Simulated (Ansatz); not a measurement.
MnS:

```
Mn S
1.0
     0.00000    2.60450    2.60450
     2.60450    0.00000    2.60450
     2.60450    2.60450    0.00000
Mn S
1 1
Direct
  0.00000 0.00000 0.00000
  0.50000 0.50000 0.50000
```

- Program: Ansatz 0.2.0
- Task: relaxation of cell and atoms
- Functional: LDA
- Potentials or basis: Ansatz PAW
- Cutoff: 420 eV (not typed: the program's choice for these potentials)
- k mesh: 9 × 9 × 9
- Occupations: fermi-dirac, width 0.05 eV
- Spin: collinear spin, ferromagnetic start
- Starting moments: [4.0, 0.0] μB
- Hubbard terms: Mn d U = 4 eV

At the start: volume 17.67 Å³/atom.

**Question.** Where does the relaxation end?

**Answer.** It ends after 4 steps and the volume is 17.29 Å³/atom (-2.2 %); space group Fm-3m (No. 225, to 0.05 Å); moment 5.00 μB per cell.

The path:
```csv
step,energy change (eV),largest force (eV/Å),volume (Å³)
1,0.0000,0.0000,35.33
2,-0.0049,0.0000,34.57
3,-0.0048,0.0000,34.57
4,-0.0048,0.0000,34.57
```

Final structure:
```cif
data_structure
_symmetry_space_group_name_H-M 'P 1'
_symmetry_Int_Tables_number 1
_cell_length_a 3.6566
_cell_length_b 3.6566
_cell_length_c 3.6566
_cell_angle_alpha 60.000
_cell_angle_beta 60.000
_cell_angle_gamma 60.000
_cell_volume 34.57
loop_
_atom_site_label
_atom_site_type_symbol
_atom_site_fract_x
_atom_site_fract_y
_atom_site_fract_z
_atom_site_occupancy
Mn1 Mn 0.00000 0.00000 0.00000 1
S1 S 0.50000 0.50000 0.50000 1
```

Caveat: the magnetic or orbital state may not be the lowest; the plane-wave basis is chosen anew once the cell has moved, so the energies of steps on either side of that aren't comparable; a cell with one magnetic atom can't hold antiferromagnetic order, which such compounds often take; the PAW data sets come from PBE, with cores solved anew for the run's functional, which leaves a small shift of forces and pressure.
